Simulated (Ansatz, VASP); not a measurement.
## Two plane-wave programs on As

```
As
1.0
     3.57491    0.00000    0.00000
    -1.78745    3.09596    0.00000
     0.00000    0.00000   26.41564
As
2
Direct
  0.33333 0.66667 0.32062
  0.66667 0.33333 0.37245
```

Alike in both runs: task single point; functional PBE; k mesh 12 × 12 × 1; no spin polarisation.

|  | VASP | Ansatz |
| --- | --- | --- |
| version | VASP 6.6.1 | Ansatz 0.2.0 |
| potentials or method | VASP PAW PBE potentials, release 64 (As) | plane waves, PAW |
| plane-wave cutoff (eV) | 520 | 420 |
| occupations | gaussian, width 0.01 eV | fixed |
| valence electrons in the cell | 10 | 30 |

|  | VASP | Ansatz | Ansatz less VASP |
| --- | --- | --- | --- |
| gap on the k mesh at the Fermi level (eV) | 1.68 | 1.68 | -0.002 |
| rms of the force components (eV/Å) | 0.285 | 0.228 | -0.0571 |

Atom by atom the forces differ by 0.057 eV/Å (rms over components). The two sets of potentials don't hold the same shells in valence.
